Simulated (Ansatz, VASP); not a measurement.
# One calculation of Cu, two programs

```
Cu
1.0
     0.00000    1.78169    1.78169
     1.78169    0.00000    1.78169
     1.78169    1.78169    0.00000
Cu
1
Cartesian
  0.0000 0.0000 0.0000
```

Alike in both runs: functional PBE; dispersion D3(BJ); k mesh 20 × 20 × 20; occupations gaussian, width 0.1 eV; no spin polarisation.

Ansatz relaxed the structure, and its values are those at the end. VASP's run is a single point on that final structure, the one shown.

```csv
,VASP,Ansatz
version,VASP 6.6.1,Ansatz 0.2.0
potentials or method,"VASP PAW PBE potentials, release 64 (Cu)","scalar-relativistic, plane waves, PAW"
plane-wave cutoff (eV),520,420
valence electrons in the cell,11,19
```

|  | VASP | Ansatz | Ansatz less VASP |
| --- | --- | --- | --- |
| gap on the k mesh at the Fermi level (eV) | none | none | - |
| pressure (GPa) | 0.5 | 0.0 | -0.55 |

A gap of «none» marks a metal or a gap that the smearing closes. The two sets of potentials don't hold the same shells in valence.

Caveats: pairwise dispersion overbinds metals, which lowers pressure and volume.
